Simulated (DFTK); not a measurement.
**PbO2 in DFTK: the effect of pseudo set**

Crystal: PbO2.

```xyz
3
Lattice="0.0000 2.7020 2.7020 2.7020 0.0000 2.7020 2.7020 2.7020 0.0000" Properties=species:S:1:pos:R:3 pbc="T T T"
Pb    0.0000    0.0000    0.0000
O     4.0530    4.0530    4.0530
O     1.3510    1.3510    1.3510
```

The cell comes from a database or a generator and needn't be the stable form of this composition.

Alike in all runs:

* Program: DFTK 0.8.2
* Task: single point
* Functional: PBE
* k mesh: 9 × 9 × 9
* Occupations: fermi-dirac, width 0.05 eV
* Spin: no spin polarisation

```csv
pseudo set,cutoff,pressure (GPa)
dojo.nc.sr.pbe.v0_4_1.standard.upf (PBE),1143 eV,1.2
SG15 1.2 (PBE),1225 eV,0.6
SPMS 1.0 (PBE),1225 eV,?
"in-house norm-conserving set (PBE, scalar relativistic)",1252 eV,0.4
```

**Question.** What does the run with pseudo set SPMS 1.0 (PBE) give?

**Answer.** Pressure -0.3 GPa.
